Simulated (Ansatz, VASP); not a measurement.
**One calculation of Al3Cu2, two programs**

```
Al Cu
1.0
     4.05584    0.00000    0.00000
    -2.02792    3.51246    0.00000
     0.00000    0.00000    4.93202
Al Cu
3 2
Direct
  0.00000 0.00000 0.00000
  0.33333 0.66667 0.35086
  0.66667 0.33333 0.64914
  0.33333 0.66667 0.84151
  0.66667 0.33333 0.15849
```

Alike in both runs: functional LDA; k mesh 12 × 12 × 8; occupations gaussian, width 0.1 eV; no spin polarisation.

Ansatz relaxed the structure, and its values are those at the end. VASP's run is a single point on that final structure, the one shown.

|  | VASP | Ansatz |
| --- | --- | --- |
| version | VASP 6.6.1 | Ansatz 0.2.0 |
| potentials or method | VASP PAW LDA potentials, release 64 (Al, Cu) | scalar-relativistic, plane waves, PAW |
| plane-wave cutoff (eV) | 520 | 420 |
| valence electrons in the cell | 31 | 47 |

VASP gave:

| Property | Result |
| --- | --- |
| gap on the k mesh at the Fermi level (eV) | none |
| pressure (GPa) | 0.4 |

Question: Which values does Ansatz return?

Answer: gap on the k mesh at the Fermi level (eV): none; pressure (GPa): 0.0.

A gap of «none» marks a metal or a gap that the smearing closes. The two sets of potentials don't hold the same shells in valence.
